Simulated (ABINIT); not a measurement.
PtS2:

```xyz
3
Lattice="3.5432 0.0000 0.0000 -1.7716 3.0685 0.0000 0.0000 0.0000 5.0388" Properties=species:S:1:pos:R:3 pbc="T T T"
Pt    0.0000    0.0000    0.0000
S     1.7716    1.0228    3.8950
S     0.0000    2.0457    1.1438
```

Base run:

```yaml
Program: ABINIT 10.8.3 (patched build)
Functional: r2SCAN
Potentials_or_basis: JTH PAW PBE v2.0
Cutoff: 653 eV
k_mesh: 5 × 5 × 3
Occupations: fermi-dirac, width 0.05 eV
Spin: no spin polarisation
```

Its results: band gap on the k mesh 1.42 eV, indirect (least direct gap 1.56 eV); largest force 1.308 eV/Å.

Task: The run is repeated on the same cell with these changes: k mesh from 5 × 5 × 3 to 4 × 4 × 2. What comes out?

Result: Band gap on the k mesh 1.26 eV, indirect (least direct gap 1.95 eV); largest force 1.376 eV/Å.

Caveats: some runs use coarse meshes; the PAW data sets were made with another functional, which shifts forces and pressure a little; spin-orbit coupling is left out, which moves the levels of the heavy elements; an odd mesh through Γ misses points on the zone boundary, where band edges often lie (some runs).

Not every run made on this cell is shown here.
